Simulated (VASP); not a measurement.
Wanted: the native input for a VASP 6.6.1 run.

| Quantity | Value |
| --- | --- |
| Task | relaxation of cell and atoms |
| Functional | PBE |
| Potentials or basis | VASP PAW PBE potentials, release 64 (W_sv) |
| Cutoff | 520 eV |
| k mesh | 6 × 6 × 6 |
| Occupations | gaussian, width 0.1 eV |
| Spin | no spin polarisation |
| Further INCAR settings | ALGO = Normal; EDIFF = 1e-07; IBRION = 2; EDIFFG = -0.002; NSW = 80; ISIF = 3 |

The structure of W lies in POSCAR:

```
W
1.0
   -1.5823450000      1.5823450000      1.5823450000
    1.5823450000     -1.5823450000      1.5823450000
    1.5823450000      1.5823450000     -1.5823450000
W
1
Direct
    0.0000000000      0.0000000000      0.0000000000
```

The input as run:

INCAR

```
PREC = Accurate ; ENCUT = 520
EDIFF = 1E-7 ; ISMEAR = 0
SIGMA = 0.1 ; LREAL = False
LASPH = True ; NELM = 100
ALGO = Normal ; ISIF = 3
LWAVE = False ; LCHARG = False
GGA = PE ; IBRION = 2
NSW = 80 ; EDIFFG = -0.002
```

KPOINTS

```
Automatic mesh
0
Gamma
  6 6 6
```

Potentials or basis: VASP PAW PBE potentials, release 64 (W_sv).

Launch:

```console
$ cat potpaw_PBE.64/W_sv/POTCAR > POTCAR
$ mpirun -np 1 vasp_std > vasp.out
```

Results of the run:

```yaml
Relaxed_volume: 16.06 Å³/atom
Relaxed_cell: a = 2.753 Å, b = 2.753 Å, c = 2.753 Å, α = 109.47°, β = 109.47°, γ = 109.47°
Space_group_after_relaxing_to_0.05_Å: Im-3m (No. 229)
Energy_gained_by_relaxing: 2.9 meV/atom
Ionic_steps: 4
Pressure_after_relaxing: 0.0 GPa
Band_gap_on_the_k_mesh: none (metal or under the smearing width)
```

Caveat: the k mesh is coarse (spacing up to 0.47 Å⁻¹), so the values aren't converged.

Wall time 8.9 s on 1 thread of Intel(R) Xeon(R) Platinum 8559C (Emerald Rapids) (shared host), peak memory 0.12 GiB.
